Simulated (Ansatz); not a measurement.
BaSnO3: pressure series

The reference is BaSnO$_{3}$ in the cubic perovskite structure (space group Pm-3m, No. 221).

```
BaSnO3
1.0
    4.13130     0.00000     0.00000
    0.00000     4.13130     0.00000
    0.00000     0.00000     4.13130
Ba Sn O
1 1 3
Direct
  0.00000   0.00000   0.00000
  0.50000   0.50000   0.50000
  0.00000   0.50000   0.50000
  0.50000   0.50000   0.00000
  0.50000   0.00000   0.50000
```

Cell and atoms are relaxed at each pressure.

Method: r2SCAN (Ansatz, a first-principles code), no spin-orbit coupling.

```
case               electron mass  width of the top valence band  lattice parameter a  band gap
----------------  --------------  -----------------------------  -------------------  --------
base              0.19 mₑ (at Γ)                        1.00 eV              4.131 Å   1.56 eV
pressure −2 GPa   0.18 mₑ (at Γ)                        0.99 eV              4.149 Å   1.40 eV
pressure −1 GPa   0.19 mₑ (at Γ)                        1.00 eV              4.140 Å   1.48 eV
pressure 1.8 GPa  0.20 mₑ (at Γ)                        1.00 eV              4.116 Å   1.71 eV
pressure 4.2 GPa  0.21 mₑ (at Γ)                        1.01 eV              4.097 Å   1.90 eV
pressure 9 GPa    0.22 mₑ (at Γ)                        1.02 eV              4.062 Å   2.24 eV
pressure 18 GPa   0.24 mₑ (at Γ)                        1.02 eV              4.007 Å   2.83 eV
pressure 30 GPa   0.27 mₑ (at Γ)                        1.02 eV              3.947 Å   3.52 eV
pressure 45 GPa   0.29 mₑ (at Γ)                        1.02 eV              3.885 Å   4.27 eV
pressure 60 GPa   0.31 mₑ (at Γ)                        1.08 eV              3.834 Å   4.85 eV
```

Load acts through the strain it causes; cell and atoms are relaxed under it. Effective masses come from finite differences of ±0.01 Å⁻¹. Whether these cells are dynamically stable was not tested. No other phases were tried under pressure.
